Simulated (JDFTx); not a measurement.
Here is a JDFTx 1.7.0 (patched build) calculation.

File bands.in:

```
lattice \
    0.0000000000     2.7020000000     2.7020000000 \
    2.7020000000     0.0000000000     2.7020000000 \
    2.7020000000     2.7020000000     0.0000000000
latt-scale 1.889726124626 1.889726124626 1.889726124626
coords-type Lattice
ion Zn     0.7500000000     0.7500000000     0.7500000000 1
ion S      0.0000000000     0.0000000000     0.0000000000 1

ion-species pseudo/Zn.upf
ion-species pseudo/S.upf
elec-cutoff 36 288
elec-ex-corr lda-PW
elec-smearing Fermi 0.0018374661
elec-n-bands 19
electronic-minimize nIterations 30 energyDiffThreshold 1e-06
davidson-band-ratio 1.3
forces-output-coords Cartesian
include path.kpoints
symmetries none
fix-electron-density run.$VAR

dump-name bands.$VAR
dump End Ecomponents EigStats BandEigs Kpoints Forces
```

Contents of path.kpoints:

```
kpoint +0.0000000000 +0.0000000000 +0.0000000000 0.020000000000
kpoint +0.0714285714 +0.0000000000 +0.0714285714 0.020000000000
kpoint +0.1428571429 +0.0000000000 +0.1428571429 0.020000000000
kpoint +0.2142857143 +0.0000000000 +0.2142857143 0.020000000000
kpoint +0.2857142857 +0.0000000000 +0.2857142857 0.020000000000
kpoint +0.3571428571 +0.0000000000 +0.3571428571 0.020000000000
kpoint +0.4285714286 +0.0000000000 +0.4285714286 0.020000000000
kpoint +0.5000000000 +0.0000000000 +0.5000000000 0.020000000000
kpoint +0.5000000000 +0.0833333333 +0.5833333333 0.020000000000
kpoint +0.5000000000 +0.1666666667 +0.6666666667 0.020000000000
kpoint +0.5000000000 +0.2500000000 +0.7500000000 0.020000000000
kpoint +0.4375000000 +0.3125000000 +0.7500000000 0.020000000000
kpoint +0.3750000000 +0.3750000000 +0.7500000000 0.020000000000
kpoint +0.3281250000 +0.3281250000 +0.6562500000 0.020000000000
kpoint +0.2812500000 +0.2812500000 +0.5625000000 0.020000000000
kpoint +0.2343750000 +0.2343750000 +0.4687500000 0.020000000000
kpoint +0.1875000000 +0.1875000000 +0.3750000000 0.020000000000
kpoint +0.1406250000 +0.1406250000 +0.2812500000 0.020000000000
kpoint +0.0937500000 +0.0937500000 +0.1875000000 0.020000000000
kpoint +0.0468750000 +0.0468750000 +0.0937500000 0.020000000000
kpoint +0.0000000000 +0.0000000000 +0.0000000000 0.020000000000
kpoint +0.0833333333 +0.0833333333 +0.0833333333 0.020000000000
kpoint +0.1666666667 +0.1666666667 +0.1666666667 0.020000000000
kpoint +0.2500000000 +0.2500000000 +0.2500000000 0.020000000000
kpoint +0.3333333333 +0.3333333333 +0.3333333333 0.020000000000
kpoint +0.4166666667 +0.4166666667 +0.4166666667 0.020000000000
kpoint +0.5000000000 +0.5000000000 +0.5000000000 0.020000000000
kpoint +0.5250000000 +0.4500000000 +0.5250000000 0.020000000000
kpoint +0.5500000000 +0.4000000000 +0.5500000000 0.020000000000
kpoint +0.5750000000 +0.3500000000 +0.5750000000 0.020000000000
kpoint +0.6000000000 +0.3000000000 +0.6000000000 0.020000000000
kpoint +0.6250000000 +0.2500000000 +0.6250000000 0.020000000000
kpoint +0.5625000000 +0.2500000000 +0.6875000000 0.020000000000
kpoint +0.5000000000 +0.2500000000 +0.7500000000 0.020000000000
kpoint +0.5000000000 +0.2916666667 +0.7083333333 0.020000000000
kpoint +0.5000000000 +0.3333333333 +0.6666666667 0.020000000000
kpoint +0.5000000000 +0.3750000000 +0.6250000000 0.020000000000
kpoint +0.5000000000 +0.4166666667 +0.5833333333 0.020000000000
kpoint +0.5000000000 +0.4583333333 +0.5416666667 0.020000000000
kpoint +0.5000000000 +0.5000000000 +0.5000000000 0.020000000000
kpoint +0.4791666667 +0.4791666667 +0.5416666667 0.020000000000
kpoint +0.4583333333 +0.4583333333 +0.5833333333 0.020000000000
kpoint +0.4375000000 +0.4375000000 +0.6250000000 0.020000000000
kpoint +0.4166666667 +0.4166666667 +0.6666666667 0.020000000000
kpoint +0.3958333333 +0.3958333333 +0.7083333333 0.020000000000
kpoint +0.3750000000 +0.3750000000 +0.7500000000 0.020000000000
kpoint +0.6250000000 +0.2500000000 +0.6250000000 0.020000000000
kpoint +0.5833333333 +0.1666666667 +0.5833333333 0.020000000000
kpoint +0.5416666667 +0.0833333333 +0.5416666667 0.020000000000
kpoint +0.5000000000 +0.0000000000 +0.5000000000 0.020000000000
```

Potentials or basis: PseudoDojo-SR-LDA-0.4.1-standard with smoothed tails.

Launch:

```bash
$ jdftx -c 1 -i bands.in -o bands.out
```

Q: What does it give for the band gap along the path?

A: 1.86 eV, direct.

Levels at the corners of the path, in eV from the valence-band top:
| point | band 9 | band 10 | band 11 | band 12 | band 13 | band 14 | band 15 | band 16 | band 17 |
| --- | --- | --- | --- | --- | --- | --- | --- | --- | --- |
| Γ | -5.99 | -5.99 | 0.00 | 0.00 | 0.00 | 1.86 | 6.23 | 6.23 | 6.23 |
| X | -5.92 | -5.77 | -4.66 | -2.24 | -2.24 | 3.19 | 3.88 | 10.69 | 11.74 |
| W | -6.03 | -5.58 | -4.68 | -2.80 | -2.77 | 5.52 | 5.89 | 7.66 | 8.00 |
| K | -5.96 | -5.64 | -4.71 | -3.17 | -1.83 | 3.93 | 5.80 | 9.14 | 9.60 |
| Γ | -5.99 | -5.99 | 0.00 | 0.00 | 0.00 | 1.86 | 6.23 | 6.23 | 6.23 |
| L | -5.96 | -5.79 | -5.38 | -0.88 | -0.88 | 3.09 | 6.76 | 6.76 | 8.62 |
| U | -5.96 | -5.64 | -4.71 | -3.17 | -1.83 | 3.93 | 5.80 | 9.14 | 9.60 |
| W | -6.03 | -5.58 | -4.68 | -2.80 | -2.77 | 5.52 | 5.89 | 7.66 | 8.00 |
| L | -5.96 | -5.79 | -5.38 | -0.88 | -0.88 | 3.09 | 6.76 | 6.76 | 8.62 |
| K | -5.96 | -5.64 | -4.71 | -3.17 | -1.83 | 3.93 | 5.80 | 9.14 | 9.60 |
| U | -5.96 | -5.64 | -4.71 | -3.17 | -1.83 | 3.93 | 5.80 | 9.14 | 9.60 |
| X | -5.92 | -5.77 | -4.66 | -2.24 | -2.24 | 3.19 | 3.88 | 10.69 | 11.74 |

**Experimental background.**

From “Electronic, vibrational, and thermodynamic properties of ZnS (zincblende and rocksalt structure)”, 2009, arxiv:0911.5022, for a bulk crystal of ZnS at 19 K: band gap 3.85 eV (direct).

Measured gap of ZnS: 3.85 eV (direct; 19 K; quoted in “Electronic, vibrational, and thermodynamic properties of ZnS (zincblende and rocksalt structure)”, 2009, arxiv:0911.5022). This calculation gives 1.86 eV (-1.99 eV). So large a miss can be the level of theory's own, or it may mean another phase, state or a wrong row. The value is that of LDA, without temperature or zero-point motion. Semilocal functionals fall short of measured gaps as a rule.
